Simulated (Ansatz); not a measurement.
The system is Pt.

```
Pt
1.0
    -1.58422    1.58422    1.58422
     1.58422   -1.58422    1.58422
     1.58422    1.58422   -1.58422
Pt
1
Direct
  0.00000 0.00000 0.00000
```

This isn't the form of Pt at room conditions, which is fcc.

| Quantity | Value |
| --- | --- |
| Program | Ansatz 0.2.0 |
| Task | relaxation of cell and atoms |
| Functional | PBEsol |
| Potentials or basis | Ansatz PAW |
| Cutoff | 420 eV (not typed: the program's choice for these potentials) |
| k mesh | 12 × 12 × 12 |
| Occupations | fermi-dirac, width 0.05 eV |
| Spin | no spin polarisation |

At the start: volume 15.90 Å³/atom.

Problem. Where does the relaxation end?

Solution. It ends after 5 steps and the volume is 15.19 Å³/atom (-4.5 %); space group Im-3m (No. 229, to 0.05 Å).

The path:
| step | energy change (eV) | largest force (eV/Å) | volume (Å³) |
| --- | --- | --- | --- |
| 1 | 0.0000 | 0.0000 | 15.90 |
| 2 | -0.0253 | 0.0000 | 15.32 |
| 3 | -0.0263 | 0.0000 | 15.18 |
| 4 | -0.0263 | 0.0000 | 15.19 |
| 5 | -0.0260 | 0.0000 | 15.19 |

Final structure:
```
Pt
1.0
    -1.56029    1.56029    1.56029
     1.56029   -1.56029    1.56029
     1.56029    1.56029   -1.56029
Pt
1
Direct
  0.00000 0.00000 0.00000
```

Caveat: the plane-wave basis is chosen anew once the cell has moved, so the energies of steps on either side of that aren't comparable; the PAW data sets come from PBE, with cores solved anew for the run's functional, which leaves a small shift of forces and pressure.
